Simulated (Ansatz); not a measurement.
# CrO2: the cost of one run

Computed with Ansatz 0.2.0 (DFT PBE, scalar-relativistic, plane waves, PAW, unless a step's input says otherwise).

2 further runs of the same task are left out: 1 that didn't finish, 1 set aside as unsound or not needed.

## 1. The system as given

It takes space group P6/mmm (No. 191, hexagonal). The conventional cell has a = 3.464 Å, b = 3.464 Å, c = 2.568 Å, α = 90.00°, β = 90.00°, γ = 120.00°. Around Cr (site symmetry 6/mmm) lie 12 O at 2.38 Å and 2 Cr at 2.57 Å. O (site symmetry -6m2) is surrounded by 3 O at 2.00 Å and 6 Cr at 2.38 Å.

Coordinates:

```cif
data_structure
_symmetry_space_group_name_H-M 'P6/mmm'
_symmetry_Int_Tables_number 191
_cell_length_a 3.4644
_cell_length_b 3.4644
_cell_length_c 2.5676
_cell_angle_alpha 90.000
_cell_angle_beta 90.000
_cell_angle_gamma 120.000
_cell_volume 26.69
loop_
_atom_site_label
_atom_site_type_symbol
_atom_site_symmetry_multiplicity
_atom_site_Wyckoff_symbol
_atom_site_fract_x
_atom_site_fract_y
_atom_site_fract_z
_atom_site_occupancy
Cr1 Cr 1 a 0.00000 0.00000 0.00000 1
O1 O 2 d 0.33333 0.66667 0.50000 1
```

A structure generator made this guess: species swapped into a database cell of YHg2 (P6/mmm, No. 191), with Cr on the Y sites and O on the Hg sites. The dimensions are guesses.

## 2. A first look at the guess

The input, input.yaml:

```yaml
crystal:
  lattice:
    - [3.46443095, 0.0, 0.0]
    - [-1.73221548, 3.00028521, 0.0]
    - [0.0, 0.0, 2.56764366]
  atoms:
    - { symbol: Cr, position: [0.0, 0.0, 0.0], spin: 3.0 }
    - { symbol: O, position: [0.33333333, 0.66666667, 0.5] }
    - { symbol: O, position: [0.66666667, 0.33333333, 0.5] }
basis:
  ecutwfc: 420
kpoints:
  mp_grid: { grid: [6, 6, 6] }
hamiltonian:
  xc: pbe
scf:
  occupations: { method: gaussian, width: 0.1 }
  lower_state_search: "off"
output:
  forces: true
  stress: true
  eigenvalues: true
  populations: true
magnetization:
  spin_polarized: true
```

On the command line:

```bash
> ansatz run input.yaml --threads 1 --pin off --max-ram 2048MiB --backend cpu --events-out ev --progress --plain --runs-dir out
```

**Question.** How long does this run take on 1 thread of Arm Neoverse N1, shared host, and how much memory does it need?

About 5 s, with a peak of 0.28 GiB.
